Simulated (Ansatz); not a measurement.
## Charge transition levels of the H interstitial in Te$_{2}$Mo, term by term

Computed with Ansatz 0.2.0, DFT PBE+D3(BJ), scalar-relativistic, plane waves, PAW. Run with 420 eV cutoff, 2×2×2 k-mesh, Gaussian smearing of 0.01 eV, collinear spin in charge 0 alone.

Host crystal, relaxed:

```xyz
6
Lattice="3.4970 0.0000 0.0000 -1.7485 3.0285 0.0000 0.0000 0.0000 13.7022" Properties=species:S:1:pos:R:3 pbc="T T T"
Te    0.0000    2.0190    1.6083
Te    1.7485    1.0095    8.4599
Te    1.7485    1.0095   12.0939
Te    0.0000    2.0190    5.2422
Mo    0.0000    2.0190   10.2769
Mo    1.7485    1.0095    3.4252
```

The H interstitial was set at (0.000, 0.000, 0.500) of the host cell, in a supercell of 42 sites (1016 Å³), relaxed at fixed cell in each charge q. The host's Kohn–Sham gap is 0.60 eV and its static dielectric constant 19.4 (mean). For each charge: the supercell's free energy over the neutral one with q electrons exchanged at the valence band top, F(q) − F(0) + qE_v; the image-charge term; and the term that aligns the potential far from the defect with the host's.

Spin-orbit coupling is left out, which matters for the bands and energies of heavy elements.

| q | F(q) − F(0) + qE_v (eV) | image charge (eV) | alignment (eV) |
| --- | --- | --- | --- |
| +1 | -0.029 | 0.085 | -0.217 |
| 0 | 0.000 | 0.000 | 0.000 |
| -1 | 0.296 | 0.085 | -0.090 |

Question: Add the terms and find the levels between neighbouring charges, ε(q/q′) = [A(q′) − A(q)]/(q − q′), with and without the two corrections.

Answer: A(q): -0.161 eV for +1, 0.000 eV for 0, 0.291 eV for -1.
| level | corrected (eV over E_v) | uncorrected (eV) |
| --- | --- | --- |
| (+1/0) | 0.16 | 0.03 |
| (0/-1) | 0.29 | 0.30 |

As a check, a point charge in a simple cubic cell of this volume has q²αe²/(2εL) = 0.105 q² eV (e² = 14.40 eV Å, α = 2.837, L = 10.05 Å); the shape of the real cell and the anisotropy of ε can change it somewhat. The term grows as q², so it pushes donor levels down and acceptor levels up.

Question: Which of these charges is lowest with the Fermi level at the valence band top, at mid-gap and at the conduction band bottom?

Answer: The line A(q) + qE_F that lies lowest gives the charge: +1 at E_F = 0.00 eV, -1 at E_F = 0.30 eV, -1 at E_F = 0.60 eV. In charge 0 the cell has partly filled levels, from a carrier spread over the host's bands, a defect level that the small cell broadens into a band, or a degenerate defect level that the symmetric start can't split, so the levels beside it are doubtful. Charges beyond those computed could lie lower near the band edges.

Question: The neutral defect forms at 1.51 eV with atoms taken from and returned to the elements. What are the formation energies at those three Fermi levels, and what share of sites would hold the defect at 1200 K with E_F at mid-gap, if the host still stood at that temperature?

Answer: E_f = E_f(0) + A(q) + qE_F = 1.35, 1.51, 1.21 eV. In the dilute limit the share is exp(−E_f/k_BT) = exp(−1.506/0.1034) = 4.7×10⁻⁷, leaving out degeneracy and vibrational entropy. This is the H-rich limit; a poorer supply of H, or a competing compound of it, raises E_f. The small cell and the narrow Kohn–Sham gap leave errors of tenths of an eV or more, which change the share by orders of magnitude.